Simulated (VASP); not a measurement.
# Sb2Pt (Pa-3) in VASP: single point with PBE

Aim: the single point of Sb2Pt with PBE.

All numbers are computed with VASP 6.6.1; they aren't measurements. Logs are shortened: lines on timing, memory, paths and dates and some standing lists are left out, and cuts for length are marked.

**The experiment to reproduce.**

A printed reference work, data compilation reports, for a bulk crystal of Sb2Pt: band gap 0.11 eV.

How close the calculation comes is told below.

**1. The cell of the first run**

Symmetry: Pa-3, No. 205, cubic system. The conventional cell has a = 6.553 Å, b = 6.553 Å, c = 6.553 Å, α = 90.00°, β = 90.00°, γ = 90.00°. Sb (site symmetry 3) has 3 Pt at 2.72 Å and 7 Sb at 2.84 to 3.66 Å within 3.7 Å. Pt (site symmetry -3) has 6 Sb at 2.72 Å within 3.6 Å.

**2. Single point, PBE**

Contents of INCAR:

```
PREC = Accurate
ENCUT = 520
EDIFF = 1E-6
ISMEAR = 0
SIGMA = 0.1
LREAL = False
LASPH = True
NELM = 100
ALGO = Normal
ISIF = 2
LWAVE = False
LCHARG = False
GGA = PE
NBANDS = 52
```

Contents of KPOINTS:

```
Automatic mesh
0
Gamma
  6 6 6
```

Contents of POSCAR:

```
Sb2Pt
1.0
    6.5532255595      0.0000000000      0.0000000000
    0.0000000000      6.5532255595      0.0000000000
    0.0000000000      0.0000000000      6.5532255595
Sb Pt
8 4
Direct
    0.3749059606      0.3749059606      0.3749059606
    0.1250940394      0.6250940394      0.8749059606
    0.8749059606      0.1250940394      0.6250940394
    0.6250940394      0.8749059606      0.1250940394
    0.6250940394      0.6250940394      0.6250940394
    0.8749059606      0.3749059606      0.1250940394
    0.1250940394      0.8749059606      0.3749059606
    0.3749059606      0.1250940394      0.8749059606
    0.0000000000      0.0000000000      0.0000000000
    0.5000000000      0.0000000000      0.5000000000
    0.5000000000      0.5000000000      0.0000000000
    0.0000000000      0.5000000000      0.5000000000
```

Potentials or basis: VASP PAW PBE potentials, release 64 (Sb, Pt).

The run is started by

```bash
> cat potpaw_PBE.64/Sb/POTCAR potpaw_PBE.64/Pt/POTCAR > POTCAR
> mpirun -np 1 vasp_std > vasp.out
```

OUTCAR:

```text
PREC = Accurate
   ENCUT = 520
   EDIFF = 1E-6
   ISMEAR = 0
   LREAL = False
   LASPH = True
   NELM = 100
   ISIF = 2
   GGA = PE

 ion  position               nearest neighbor table
   1  0.375  0.375  0.375-  10 2.72  11 2.72  12 2.72   5 2.84   6 3.66   7 3.66   8 3.66   8 3.66
                             7 3.66   6 3.66
   2  0.125  0.625  0.875-   9 2.72  11 2.72  12 2.72   6 2.84   5 3.66   7 3.66   8 3.66   7 3.66
                             8 3.66   5 3.66
   3  0.875  0.125  0.625-   9 2.72  10 2.72  12 2.72   7 2.84   6 3.66   5 3.66   8 3.66   6 3.66
                             5 3.66   8 3.66
   4  0.625  0.875  0.125-   9 2.72  10 2.72  11 2.72   8 2.84   6 3.66   7 3.66   5 3.66   5 3.66
                             6 3.66   7 3.66
   5  0.625  0.625  0.625-  10 2.72  11 2.72  12 2.72   1 2.84   2 3.66   3 3.66   4 3.66   4 3.66
                             3 3.66   2 3.66
   6  0.875  0.375  0.125-   9 2.72  11 2.72  12 2.72   2 2.84   1 3.66   3 3.66   4 3.66   3 3.66
                             4 3.66   1 3.66
   7  0.125  0.875  0.375-   9 2.72  10 2.72  12 2.72   3 2.84   2 3.66   1 3.66   4 3.66   2 3.66
                             1 3.66   4 3.66
   8  0.375  0.125  0.875-   9 2.72  10 2.72  11 2.72   4 2.84   2 3.66   3 3.66   1 3.66   1 3.66
                             2 3.66   3 3.66
   9  0.000  0.000  0.000-   2 2.72   3 2.72   4 2.72   6 2.72   7 2.72   8 2.72
  10  0.500  0.000  0.500-   1 2.72   3 2.72   4 2.72   5 2.72   7 2.72   8 2.72
  11  0.500  0.500  0.000-   1 2.72   2 2.72   4 2.72   5 2.72   6 2.72   8 2.72
  12  0.000  0.500  0.500-   1 2.72   2 2.72   3 2.72   5 2.72   6 2.72   7 2.72

  LATTYP: Found a simple cubic cell.
 ALAT       =     6.5532255595

  Lattice vectors:

 A1 = (   6.5532255595,   0.0000000000,   0.0000000000)
 A2 = (   0.0000000000,   6.5532255595,   0.0000000000)
 A3 = (   0.0000000000,   0.0000000000,   6.5532255595)

Analysis of symmetry for initial positions (statically):
=====================================================================
 Subroutine PRICEL returns:
 Original cell was already a primitive cell.

 Routine SETGRP: Setting up the symmetry group for a
 simple cubic supercell.

 Subroutine GETGRP returns: Found 24 space group operations
 (whereof  6 operations were pure point group operations)
 out of a pool of 48 trial point group operations.

The static configuration has the point symmetry S_6 .
 The point group associated with its full space group is T_h .

Analysis of symmetry for dynamics (positions and initial velocities):
=====================================================================
 Subroutine PRICEL returns:
 Original cell was already a primitive cell.

 Routine SETGRP: Setting up the symmetry group for a
 simple cubic supercell.

 Subroutine GETGRP returns: Found 24 space group operations
 (whereof  6 operations were pure point group operations)
 out of a pool of 48 trial point group operations.

The dynamic configuration has the point symmetry S_6 .
 The point group associated with its full space group is T_h .

 Subroutine INISYM returns: Found 24 space group operations
 (whereof  6 operations are pure point group operations),
 and found     1 'primitive' translations

----------------------------------------------------------------------------------------

                                     Primitive cell

  volume of cell :     281.4267

  direct lattice vectors                    reciprocal lattice vectors
     6.553225560  0.000000000  0.000000000     0.152596609  0.000000000  0.000000000
     0.000000000  6.553225560  0.000000000     0.000000000  0.152596609  0.000000000
     0.000000000  0.000000000  6.553225560     0.000000000  0.000000000  0.152596609

  length of vectors
     6.553225560  6.553225560  6.553225560     0.152596609  0.152596609  0.152596609

  position of ions in fractional coordinates (direct lattice)
     0.374905961  0.374905961  0.374905961
     0.125094039  0.625094039  0.874905961
     0.874905961  0.125094039  0.625094039
     0.625094039  0.874905961  0.125094039
     0.625094039  0.625094039  0.625094039
     0.874905961  0.374905961  0.125094039
     0.125094039  0.874905961  0.374905961
     0.374905961  0.125094039  0.874905961
     0.000000000  0.000000000  0.000000000
     0.500000000  0.000000000  0.500000000
     0.500000000  0.500000000  0.000000000
     0.000000000  0.500000000  0.500000000

  ion indices of the primitive-cell ions
   primitive index   ion index
                 1           1
                 2           2
                 3           3
                 4           4
                 5           5
                 6           6
                 7           7
                 8           8
                 9           9
                10          10
                11          11
                12          12

----------------------------------------------------------------------------------------

 KPOINTS: Automatic mesh

Automatic generation of k-mesh.
 Grid dimensions read from file:
 generate k-points for:    6    6    6

 Generating k-lattice:

  Cartesian coordinates                     Fractional coordinates (reciprocal lattice)
     0.025432768  0.000000000  0.000000000     0.166666667  0.000000000  0.000000000
     0.000000000  0.025432768  0.000000000     0.000000000  0.166666667  0.000000000
     0.000000000  0.000000000  0.025432768     0.000000000  0.000000000  0.166666667

  Length of vectors
     0.025432768  0.025432768  0.025432768

  Shift w.r.t. Gamma in fractional coordinates (k-lattice)
     0.000000000  0.000000000  0.000000000

 Subroutine IBZKPT returns following result:
 ===========================================

 Found     24 irreducible k-points:

 Following reciprocal coordinates:
            Coordinates               Weight
  0.000000  0.000000  0.000000      1.000000
  0.166667  0.000000  0.000000      6.000000
  0.333333  0.000000  0.000000      6.000000
  0.500000  0.000000  0.000000      3.000000
  0.166667  0.166667  0.000000     12.000000
  0.333333  0.166667  0.000000     12.000000
[... 16 lines left out ...]
  0.500000  0.500000  0.333333      6.000000
  0.500000  0.500000  0.500000      1.000000
   k-points           NKPTS =     24   k-points in BZ     NKDIM =     24   number of bands    NBANDS=     52
   number of dos      NEDOS =    301   number of ions     NIONS =     12
   total plane-waves  NPLWV = 125000
   dimension x,y,z NGX =    50 NGY =   50 NGZ =   50
   dimension x,y,z NGXF=   100 NGYF=  100 NGZF=  100
   ions per type =               8   4
   NGX,Y,Z   is equivalent  to a cutoff of  12.68, 12.68, 12.68 a.u.
   NGXF,Y,Z  is equivalent  to a cutoff of  25.37, 25.37, 25.37 a.u.
 SYSTEM =  unknown system
   PREC   = accura    normal or accurate (medium, high low for compatibility)
   ISTART =      0    job   : 0-new  1-cont  2-samecut
   ICHARG =      2    charge: 1-file 2-atom 10-const
   ISPIN  =      1    spin polarized calculation?
   LNONCOLLINEAR =      F non collinear calculations
   LSORBIT =      F    spin-orbit coupling
   LASPH  =      T    aspherical Exc in radial PAW
   ENCUT  =  520.0 eV  38.22 Ry    6.18 a.u.  12.18 12.18 12.18*2*pi/ulx,y,z
   NELM   =    100;   NELMIN=  2; NELMDL= -5     # of ELM steps
   EDIFF  = 0.1E-05   stopping-criterion for ELM
   LREAL  =      F    real-space projection
[... 7 lines left out ...]
   TEBEG  =    0.0;   TEEND  =   0.0 temperature during run
   PSTRESS=    0.0 pullay stress
   NELECT =      80.0000    total number of electrons
   NUPDOWN=      -1.0000    fix difference up-down
   EMIN   =  10.00;   EMAX   =-10.00  energy-range for DOS
   EFERMI =   0.00;   METHOD = LEGACY
   ISMEAR =     0;   SIGMA  =   0.10  broadening in eV -4-tet -1-fermi 0-gaus
   EFERMI_NEDOS =   21; number of points for ismear=-14 and -15
   IALGO  =     38    algorithm
   IMIX   =      4    mixing-type and parameters
     AMIX     =   0.40;   BMIX     =  1.00
     AMIX_MAG =   1.60;   BMIX_MAG =  1.00
  volume/ion in A,a.u.               =      23.45       158.26
  Fermi-wavevector in a.u.,A,eV,Ry     =   1.076423  2.034145 15.764892  1.158687
  Thomas-Fermi vector in A             =   2.212307
   LORBIT       =      0    0 simple, 1 ext, 2 COOP (PROOUT), +10 PAW based schemes
   GGA     = PE    functional components
   LHFCALC =     F    Hartree Fock is set to
   AEXX    =    0.0000 exact exchange contribution
   IVDW    =     0    specifies the selected vdW correction
   LEPSILON=     F    determine dielectric tensor
   LRPA    =     F    only Hartree local field effects (RPA)
 non-spin polarized calculation
 Gauss-broadening in eV      SIGMA  =   0.10
  energy-cutoff  :      520.00
  volume of cell :      281.43
 maximum number of plane-waves:      7624
 NGX is ok and might be reduce to    50
   NGX = 25   NGY = 25   NGZ = 25

 number of electron      80.0000001 magnetization

 Free energy of the ion-electron system (eV)
  ---------------------------------------------------
  ext. energy  EPLUGINS =         0.00000000
  ---------------------------------------------------
  free energy    TOTEN  =       -63.22622137 eV

  energy without entropy =      -63.21791014  energy(sigma->0) =      -63.22206575

 E-fermi :   8.6213     XC(G=0): -10.7249

 val. band max:        8.6085184451   @ k =   0.1667   0.0000   0.0000
 cond. band min:       8.6367960083   @ k =   0.3333   0.3333   0.0000
 fundamental gap:      0.0282775632
 Fermi energy:         8.6213023054

 k-point     1 :       0.0000    0.0000    0.0000
  band No.  band energies     occupation
      1      -3.7603      2.00000
      2      -1.6233      2.00000
      3      -1.6233      2.00000
      4      -1.6233      2.00000
      5      -0.2142      2.00000
      6      -0.2142      2.00000
[... 44 lines left out ...]
     51      12.9040      0.00000
     52      13.1859      0.00000
[... 1263 lines left out ...]
     51      11.2644      0.00000
     52      11.2644      0.00000

------------------------ aborting loop because EDIFF is reached ----------------------------------------

  FORCE on cell =-STRESS in cart. coord.  units (eV):
  Direction    XX          YY          ZZ          XY          YZ          ZX
  --------------------------------------------------------------------------------------
  -------------------------------------------------------------------------------------
  Total       -0.5617554     -0.5617554     -0.5617554     -0.0000000     -0.0000000     -0.0000000
  in kB       -3.1981035     -3.1981035     -3.1981035     -0.0000000     -0.0000000     -0.0000000
  external PRESSURE =      -3.1981035 kB  Pullay stress =       0.0000000 kB

 VOLUME and BASIS-vectors are now :
 -----------------------------------------------------------------------------
  energy-cutoff  :      520.00
  volume of cell :      281.43
      direct lattice vectors                 reciprocal lattice vectors
     6.553225560  0.000000000  0.000000000     0.152596609  0.000000000  0.000000000
     0.000000000  6.553225560  0.000000000     0.000000000  0.152596609  0.000000000
     0.000000000  0.000000000  6.553225560     0.000000000  0.000000000  0.152596609

 POSITION                                       TOTAL-FORCE (eV/Angst)
 -----------------------------------------------------------------------------------
      2.45684      2.45684      2.45684        -0.013511     -0.013511     -0.013511
      0.81977      4.09638      5.73346         0.013511      0.013511     -0.013511
      5.73346      0.81977      4.09638        -0.013511      0.013511      0.013511
      4.09638      5.73346      0.81977         0.013511     -0.013511      0.013511
      4.09638      4.09638      4.09638         0.013511      0.013511      0.013511
      5.73346      2.45684      0.81977        -0.013511     -0.013511      0.013511
      0.81977      5.73346      2.45684         0.013511     -0.013511     -0.013511
      2.45684      0.81977      5.73346        -0.013511      0.013511     -0.013511
      0.00000      0.00000      0.00000        -0.000000     -0.000000      0.000000
      3.27661      0.00000      3.27661        -0.000000     -0.000000      0.000000
      3.27661      3.27661      0.00000        -0.000000     -0.000000      0.000000
      0.00000      3.27661      3.27661        -0.000000     -0.000000      0.000000
 -----------------------------------------------------------------------------------
    total drift:                                0.000000      0.000000      0.000000

  FREE ENERGIE OF THE ION-ELECTRON SYSTEM (eV)
  ---------------------------------------------------
  free  energy   TOTEN  =       -63.2262213693 eV

  energy  without entropy=      -63.2179101367  energy(sigma->0) =      -63.22206575
```

It took 5.3 min on 1 thread of Intel Xeon Platinum 8259CL at 2.50GHz (Skylake/Cascade Lake), shared host; peak memory 0.51 GiB.

Results:

```yaml
Free_energy: -63.2262 eV
Pressure: -0.3 GPa
Largest_force: 0.023 eV/Å
Band_gap_on_the_k_mesh: zero (bands 40 and 41 overlap by 0.22 eV)
```

Forces on the atoms (eV/Å):
```
Sb  -0.014 -0.014 -0.014
Sb   0.014  0.014 -0.014
Sb  -0.014  0.014  0.014
Sb   0.014 -0.014  0.014
Sb   0.014  0.014  0.014
Sb  -0.014 -0.014  0.014
Sb   0.014 -0.014 -0.014
Sb  -0.014  0.014 -0.014
Pt   0.000  0.000  0.000
Pt   0.000  0.000  0.000
Pt   0.000  0.000  0.000
Pt   0.000  0.000  0.000
```

Levels at points of the mesh, in eV from the Fermi level:
```
           k point  band 37  band 38  band 39  band 40  band 41  band 42  band 43  band 44
(0.00, 0.00, 0.00)    -1.74    -0.49    -0.49    -0.49    -0.07    -0.07    -0.07     0.97
(0.50, 0.00, 0.00)    -1.39    -1.39    -0.64    -0.64     0.75     0.75     1.42     1.42
(0.50, 0.50, 0.00)    -0.70    -0.70    -0.70    -0.70     1.61     1.61     1.61     1.61
(0.50, 0.50, 0.50)    -0.61    -0.61    -0.61    -0.61    -0.20    -0.20    -0.20    -0.20
```

Caveat: spin-orbit coupling is left out, which moves the levels of the heavy elements.

**3. How close it comes**

Step 2. Against the measured gap of Sb2Pt, 0.11 eV (a printed reference work, data compilation), the calculated 0.00 eV is off by -0.11 eV. Spin-orbit coupling on Pt, Sb is left out. The value is that of PBE on a finite k mesh, which can miss the band edges, without temperature or zero-point motion. Semilocal functionals fall short of measured gaps as a rule.
